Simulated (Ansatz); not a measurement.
# BAs: the cost of one run

Method: DFT PBE, scalar-relativistic, plane waves, PAW, in Ansatz 0.2.0.

3 further runs of the same task are left out: 1 that didn't finish, 2 set aside as unsound or not needed.

## Step 1: Starting point

Symmetry: F-43m, No. 216, cubic system. The conventional cell has a = 4.809 Å, b = 4.809 Å, c = 4.809 Å, α = 90.00°, β = 90.00°, γ = 90.00°. Around B (site symmetry -43m) lie 4 As at 2.08 Å. As (site symmetry -43m) has 4 B at 2.08 Å as nearest neighbours.

Coordinates:

```
B As
1.0
     0.00000    2.40441    2.40441
     2.40441    0.00000    2.40441
     2.40441    2.40441    0.00000
B As
1 1
Direct
  0.00000 0.00000 0.00000
  0.75000 0.75000 0.75000
```

It is the result of an earlier relaxation at this level (volume 13.90 Å³/atom; gap on the mesh: 1.20 eV).

## Step 2: The undisturbed cell

input.yaml

```yaml
crystal:
  lattice:
    - [0.0, 2.4044111611, 2.4044111611]
    - [2.4044111611, 0.0, 2.4044111611]
    - [2.4044111611, 2.4044111611, 0.0]
  atoms:
    - { symbol: B, position: [0.0, 0.0, 0.0] }
    - { symbol: As, position: [0.75, 0.75, 0.75] }
basis:
  ecutwfc: 420
kpoints:
  mp_grid: { grid: [12, 12, 12] }
hamiltonian:
  xc: pbe
scf:
  occupations: { method: gaussian, width: 0.05 }
output:
  forces: true
  stress: true
  eigenvalues: true
```

The run is started by

```
$ ansatz run input.yaml --threads 1 --pin off --max-ram 2560MiB --backend cpu --events-out ev --progress --plain --runs-dir out
```

What time and memory should one allow on 1 thread of Intel Xeon 6975P-C (Granite Rapids), shared host?

About 1.2 s, with a peak of 0.38 GiB.
